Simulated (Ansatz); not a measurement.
Strain response of CuO

These are results of DFT PBE, scalar-relativistic, plane waves, PAW (Ansatz 0.2.0), not measurements. Settings: 420 eV cutoff, 8×8×8 k-mesh, Gaussian smearing of 0.10 eV, no spin polarisation.

The relaxed crystal:

```
Cu O
1.0
     4.16430    0.00000    0.00000
     0.00000    4.17588    0.00000
     0.00000    0.00000    5.15126
Cu O
4 4
Direct
  0.25000 0.25000 0.50000
  0.25000 0.75000 0.00000
  0.75000 0.75000 0.50000
  0.75000 0.25000 0.00000
  0.50000 0.00000 0.75000
  0.50000 0.00000 0.25000
  0.00000 0.50000 0.75000
  0.00000 0.50000 0.25000
```

Deformation: c alone is stretched, the rest of the cell is held and the atoms relax, all within the symmetry that the strain leaves. Energies are extrapolated to zero smearing.

```
strain (%)  ΔE (meV/atom) a (Å) b (Å) c (Å)
      -6.0           45.7  4.164  4.176  4.842
      -4.0           19.6  4.164  4.176  4.945
      -2.0            4.7  4.164  4.176  5.048
      +0.0            0.0  4.164  4.176  5.151
      +2.0            4.5  4.164  4.176  5.254
      +4.0           17.4  4.164  4.176  5.357
      +6.0           38.0  4.164  4.176  5.460
```

Problem. What stiffness (1/V) d²E/dε² at zero strain does a cubic fit over all points give?

Solution. A cubic fit gives (1/V) d²E/dε² = 333 GPa at zero strain (the elastic constant along c at held a and b).

This form isn't the usual stable structure of the compound.